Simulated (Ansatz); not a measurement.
The system is MnSn2.

```
Sn Mn
1.0
    -3.32950    3.32950    2.72350
     3.32950   -3.32950    2.72350
     3.32950    3.32950   -2.72350
Sn Mn
4 2
Direct
  0.83770 0.66230 0.50000
  0.33770 0.83770 0.17540
  0.16230 0.33770 0.50000
  0.66230 0.16230 0.82460
  0.75000 0.75000 0.00000
  0.25000 0.25000 0.00000
```

| Quantity | Value |
| --- | --- |
| Program | Ansatz 0.2.0 |
| Task | relaxation of cell and atoms |
| Functional | PBEsol |
| Potentials or basis | Ansatz PAW |
| Cutoff | 420 eV (not typed: the program's choice for these potentials) |
| k mesh | 6 × 6 × 6 |
| Occupations | fermi-dirac, width 0.05 eV |
| Spin | collinear spin, ferromagnetic start |
| Starting moments | [0.0, 0.0, 0.0, 0.0, 4.0, 4.0] μB |

At the start: volume 20.13 Å³/atom.

Question: How do energy, volume and symmetry change on relaxing?

Answer: It ends after 6 steps and the volume is 18.65 Å³/atom (-7.3 %); space group I4/mcm (No. 140, to 0.05 Å); moment 3.76 μB per cell.

The path:
| step | energy change (eV) | largest force (eV/Å) | volume (Å³) |
| --- | --- | --- | --- |
| 1 | 0.0000 | 0.2118 | 120.77 |
| 2 | -0.1273 | 0.1178 | 107.73 |
| 3 | -0.1750 | 0.0508 | 113.28 |
| 4 | -0.1809 | 0.0059 | 111.92 |
| 5 | -0.1809 | 0.0017 | 111.91 |
| 6 | -0.1780 | 0.0019 | 111.91 |

Final structure:
```cif
data_structure
_symmetry_space_group_name_H-M 'P 1'
_symmetry_Int_Tables_number 1
_cell_length_a 5.3019
_cell_length_b 5.3019
_cell_length_c 5.3019
_cell_angle_alpha 104.584
_cell_angle_beta 104.584
_cell_angle_gamma 119.763
_cell_volume 111.91
loop_
_atom_site_label
_atom_site_type_symbol
_atom_site_fract_x
_atom_site_fract_y
_atom_site_fract_z
_atom_site_occupancy
Sn1 Sn 0.83568 0.66432 0.50000 1
Sn2 Sn 0.33568 0.83568 0.17136 1
Sn3 Sn 0.16432 0.33568 0.50000 1
Sn4 Sn 0.66432 0.16432 0.82864 1
Mn1 Mn 0.75000 0.75000 0.00000 1
Mn2 Mn 0.25000 0.25000 0.00000 1
```

Caveat: the plane-wave basis is chosen anew once the cell has moved, so the energies of steps on either side of that aren't comparable; the PAW data sets come from PBE, with cores solved anew for the run's functional, which leaves a small shift of forces and pressure.
